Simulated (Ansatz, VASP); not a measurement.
TiO2 in VASP and in Ansatz

Contents of INCAR:

```
ALGO = Normal ; EDIFF = 1E-6
EDIFFG = -0.005 ; ENCUT = 600
GGA = PE ; IBRION = 2
ISIF = 3 ; ISMEAR = -1
LASPH = True ; LCHARG = False
LREAL = False ; LWAVE = False
NELM = 100 ; NSW = 40
PREC = Accurate ; SIGMA = 0.05
```

The input KPOINTS:

```
k-points
0
Gamma
  6 6 9
```

The input POSCAR:

```
TiO2
1.0
    4.5998373239      0.0000000000      0.0000000000
    0.0000000000      4.5998373239      0.0000000000
    0.0000000000      0.0000000000      2.9592135600
Ti O
2 4
Direct
    0.0000000000      0.0000000000      0.5000000000
    0.5000000000      0.5000000000      0.0000000000
    0.3043213200      0.3043213200      0.5000000000
    0.1956786800      0.8043213200      0.0000000000
    0.8043213200      0.1956786800      0.0000000000
    0.6956786800      0.6956786800      0.5000000000
```

input.yaml

```yaml
crystal:
  lattice:
    - [4.5998373239, 0.0, 0.0]
    - [0.0, 4.5998373239, 0.0]
    - [0.0, 0.0, 2.95921356]
  atoms:
    - { symbol: Ti, position: [0.0, 0.0, 0.5] }
    - { symbol: Ti, position: [0.5, 0.5, 0.0] }
    - { symbol: O, position: [0.30432132, 0.30432132, 0.5] }
    - { symbol: O, position: [0.19567868, 0.80432132, 0.0] }
    - { symbol: O, position: [0.80432132, 0.19567868, 0.0] }
    - { symbol: O, position: [0.69567868, 0.69567868, 0.5] }
hamiltonian:
  xc: pbe
  pseudopotentials: { kind: paw }
kpoints:
  mp_grid: { grid: [6, 6, 9] }
scf:
  occupations: { method: fermi_dirac, width: 0.05 }
output:
  forces: true
  stress: true
relax:
  f_tol: 0.01
  max_steps: 40
  cell: { stress_tol: 0.05 }
```

The cell is a database's computed one.

Alike in both runs: task relaxation of cell and atoms; functional PBE; k mesh 6 × 6 × 9; occupations fermi-dirac, width 0.05 eV; no spin polarisation.

```csv
,VASP,Ansatz
version,VASP 6.6.1,Ansatz 0.2.0
potentials or method,"VASP PAW PBE potentials, release 54 (Ti_sv, O)",Ansatz PAW
plane-wave cutoff (eV),600,420
valence electrons in the cell,48,48
```

VASP gave:

```
relaxed volume (Å³/atom)                                     : 10.67
relaxed cell length with the largest relative difference (Å) : 2.967
energy change over the relaxation (meV/atom)                 : -3
```

Which values does Ansatz return?

Relaxed volume (Å³/atom): 10.65; relaxed cell length with the largest relative difference (Å): 2.964; energy change over the relaxation (meV/atom): -3.

Caveats: the plane-wave basis is chosen anew once the cell has moved, so the energies of steps on either side of that aren't comparable (Ansatz); the pressure holds a Pulay correction of +0.7 GPa for the finite cutoff (Ansatz). A k mesh can miss the band edges.
